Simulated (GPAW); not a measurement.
Runs of GPAW 26.7.0 on Ge. Symmetry: Fd-3m, No. 227, cubic system. The conventional cell has a = 5.658 Å, b = 5.658 Å, c = 5.658 Å, α = 90.00°, β = 90.00°, γ = 90.00°. Ge (site symmetry -43m) is surrounded by 4 Ge at 2.45 Å. 

```tsv
task	level	potentials or basis	spin	cell	k mesh	optimizer	fmax	max steps	convergence	eigensolver	gap on the mesh (eV)	pressure (GPa)	relaxed volume (Å³/atom)
relaxation of cell and atoms	PBEsol	PAW data sets generated in the run's folder for this functional, pw	off	relaxed	8 × 8 × 8	BFGS	0.02 eV/Å	100	density=1e-05 forces=0.0001	-	none	0.0	(b)
relaxation of cell and atoms	RPBE	the program's PAW data sets (release 1.2.1) made for this functional, pw	off	relaxed	8 × 8 × 8	FIRE	0.02 eV/Å	60	density=1e-05 forces=0.0001	-	none	0.0	(a)
relaxation of cell and atoms	BLYP	PAW data sets generated in the run's folder for this functional, pw	off	relaxed	8 × 8 × 8	LBFGS	0.02 eV/Å	100	density=1e-05 forces=0.0001	davidson	none	0.1	25.46
relaxation of cell and atoms	PBEsol+D3(BJ)	PAW data sets generated in the run's folder for this functional, pw	off	relaxed	8 × 8 × 8	LBFGS	0.05 eV/Å	100	density=1e-05 forces=0.0001	-	0.17	0.0	22.34
band structure	BLYP	PAW data sets generated in the run's folder for this functional, pw	off	as given	8 × 8 × 8	-	-	-	-	davidson	-	7.6	-
relaxation of cell and atoms	RPBE+D4	the program's PAW data sets (release 1.2.1) made for this functional, pw	off	relaxed	8 × 8 × 8	BFGS	0.02 eV/Å	100	density=1e-05 forces=0.0001	-	(c)	0.0	22.91
band structure	PBEsol	PAW data sets generated in the run's folder for this functional, pw	SOC, no magnetisation	as given	6 × 6 × 6	-	-	-	-	-	-	1.0	-
band structure	revPBE	the program's PAW data sets (release 1.2.1) made for this functional, pw	off	as given	8 × 8 × 8	-	-	-	-	-	0.17	5.2	-
```

Alike in all rows: cutoff (eV) 600; smearing fermi-dirac 0.05 eV.

Q: Estimate the missing entries.

A: (a) 24.66; (b) 22.95; (c) 0.09.

Caveats: later steps reuse the first step's grids (some runs); this crystal is a semiconductor, whose small gap the functional closes, so the metal is an error of the method (some runs); the volume moved by +12 % from the deposited cell, more than functionals usually miss (some runs); spin-orbit coupling was added after a scalar SCF, so levels and gaps hold it while energy, forces, pressure and moments don't (some runs); this program's spin-orbit splittings come out too wide for heavy elements (some runs).

A k mesh can miss the band edges, and rows without SOC leave out spin-orbit coupling on Ge.

A gap of «none» marks a metal or a gap under the smearing width.

Runs at the PBE level aren't shown here.
